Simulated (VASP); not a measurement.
Input of a VASP 6.6.1 run:

INCAR

```
PREC     = Accurate       # precision mode
ENCUT    = 520            # plane-wave cutoff, eV
EDIFF    = 1E-8           # SCF threshold, eV
ISMEAR   = 0              # smearing method
SIGMA    = 0.02           # smearing width, eV
LREAL    = False          # projectors in reciprocal space
LASPH    = True           # aspherical terms in the spheres
NELM     = 60             # most SCF steps
ALGO     = Fast           # electronic algorithm
ISIF     = 2              # what is computed and relaxed
LWAVE    = False          # write WAVECAR
LCHARG   = False          # write CHGCAR
LEFG     = True
```

The input KPOINTS:

```
regular mesh
0
Gamma
  10 10 10
```

Contents of POSCAR:

```
As
1.0
    2.7036817444      0.0000000000      0.0000000000
    0.0000000000      2.7036817444      0.0000000000
    0.0000000000      0.0000000000      2.7036817444
As
1
Direct
    0.5000000000      0.5000000000      0.5000000000
```

Potentials or basis: VASP PAW LDA potentials, release 64 (As).

The run is started by

```bash
$ cat potpaw_LDA.64/As/POTCAR > POTCAR
$ mpirun -np 1 vasp_std > vasp.out
```

Problem. What does it give for the band gap on the k mesh?

Solution. None (metal or under the smearing width).

Problem. What does it give for the pressure?

Solution. -2.8 GPa.

Electric field gradients, principal values (V/Å²):
| atom | Vxx | Vyy | Vzz |
| --- | --- | --- | --- |
| 1 As | 0.000 | 0.000 | 0.000 |
